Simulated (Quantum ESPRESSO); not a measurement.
Wanted: the native input for a Quantum ESPRESSO 7.5 run.

```yaml
Task: single point
Functional: PBE
Potentials_or_basis: SSSP 1.3 efficiency PBE
Cutoff: 748 eV
Density_cutoff: 5987 eV
k_mesh: 8 × 8 × 5
Occupations: fermi-dirac, width 0.05 eV
Spin: no spin polarisation
Mixing_beta: 0.5
Most_SCF_iterations: 120
SCF_threshold: 6e-10 Ry
```

The system is PtSe2 (Sudovikovite).

```
CELL_PARAMETERS angstrom
3.72400 0.00000 0.00000
-1.86200 3.22508 0.00000
0.00000 0.00000 5.06200
ATOMIC_POSITIONS crystal
Pt 0.01133 0.02263 0.00660
Se 0.65034 0.33135 0.74000
Se 0.33238 0.65513 0.24631
```

The cell isn't the ideal one: atoms moved at random, drawn with an rms of 0.05 Å.

One way to write it, as run:

pw.in

```
&CONTROL
  calculation = 'scf'
  prefix = 'pwscf'
  outdir = './tmp'
  pseudo_dir = './pseudo'
  tprnfor = .true.
  tstress = .true.
  disk_io = 'nowf'
/
&SYSTEM
  ibrav = 0
  nat = 3
  ntyp = 2
  ecutwfc = 55
  ecutrho = 440
  nbnd = 21
  occupations = 'smearing'
  smearing = 'fd'
  degauss = 0.00367493
/
&ELECTRONS
  conv_thr = 6d-10
  electron_maxstep = 120
  mixing_beta = 0.5
/
ATOMIC_SPECIES
Pt   195.0840 pt_pbe_v1.4.uspp.F.UPF
Se    78.9710 Se_pbe_v1.uspp.F.UPF
CELL_PARAMETERS angstrom
   3.7240000000    0.0000000000    0.0000000000
  -1.8620000000    3.2250786037    0.0000000000
   0.0000000000    0.0000000000    5.0620000000
ATOMIC_POSITIONS crystal
Pt     0.0113330000    0.0226290000    0.0066020000
Se     0.6503450000    0.3313450000    0.7400010000
Se     0.3323820000    0.6551270000    0.2463110000
K_POINTS automatic
8 8 5 0 0 0
```

Potentials or basis: SSSP 1.3 efficiency PBE.

Launch:

```console
$ OMP_NUM_THREADS=1 pw.x -in pw.in > pw.out
```

Results of the run:

The pressure is 7.0 GPa. The largest force is 2.018 eV/Å and the band gap on the k mesh is none (metal or under the smearing width).

Wall time 3.4 min on 1 thread of Arm Neoverse V1, with other jobs on the host, peak memory 0.4 GiB.
